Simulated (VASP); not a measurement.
The system is BN.

```
CELL_PARAMETERS angstrom
2.55394 0.00000 0.00000
-1.27697 2.21178 0.00000
0.00000 0.00000 4.22685
ATOMIC_POSITIONS crystal
N 0.33333 0.66667 0.12528
N 0.66667 0.33333 0.62528
B 0.33333 0.66667 0.49972
B 0.66667 0.33333 0.99972
```

Measurements of this composition are mostly on another form, of space group No. 194.

Base run:

| Item | Value |
| --- | --- |
| Program | VASP 6.6.1 |
| Functional | r2SCAN |
| Potentials or basis | VASP PAW PBE potentials, release 64 (N, B) |
| Cutoff | 520 eV |
| k mesh | 12 × 12 × 6 |
| Occupations | gaussian, width 0.02 eV |
| Spin | no spin polarisation |

Its results: band gap on the k mesh 5.72 eV, indirect (least direct gap 8.92 eV).

Question: The run is repeated on the same cell with these changes: functional from r2SCAN to TB-mBJ. What comes out?

Answer: Band gap on the k mesh 6.70 eV, indirect (least direct gap 9.60 eV).
